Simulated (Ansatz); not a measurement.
# All-electron card of O

```yaml
crystal:
  lattice:
    - [1.42335, 0.82177, 3.40830]
    - [-1.42335, 0.82177, 3.40830]
    - [0.00000, -1.64354, 3.40830]
  atoms:
    - { symbol: O, position: [0.05770, 0.05770, 0.05770] }
    - { symbol: O, position: [0.94230, 0.94230, 0.94230] }
```

Atoms are numbered in the order listed.

The geometry is COD entry 2106431, unchecked; take it as a test cell.

Solid oxygen carries moments on its molecules; these runs leave spin out.

Computed with DFT, PBE, all-electron LAPW, scalar-relativistic (Ansatz 0.2.0).

The runs use a Γ-centred 10×10×10 k mesh, Fermi–Dirac smearing of 0.02 eV, basis error target 0.5 meV/atom, no spin polarisation.

| Quantity | Value |
| --- | --- |
| Largest force | 2.628 eV/Å on O1 |
| Density of states at the Fermi level (0.2 eV bin) | 2.14 states/eV per cell |
| Volume per atom | 11.96 Å³ |

Problem. Give the computed value. Stress xx, yy, zz (compression positive).

Solution. -5.92, -5.92, 27.90 GPa.

Problem. Pressure at this cell: what does the calculation give?

Solution. 5.36 GPa.

Problem. Band gap: what does the calculation give?

Solution. none: bands cross the Fermi level, a metal.
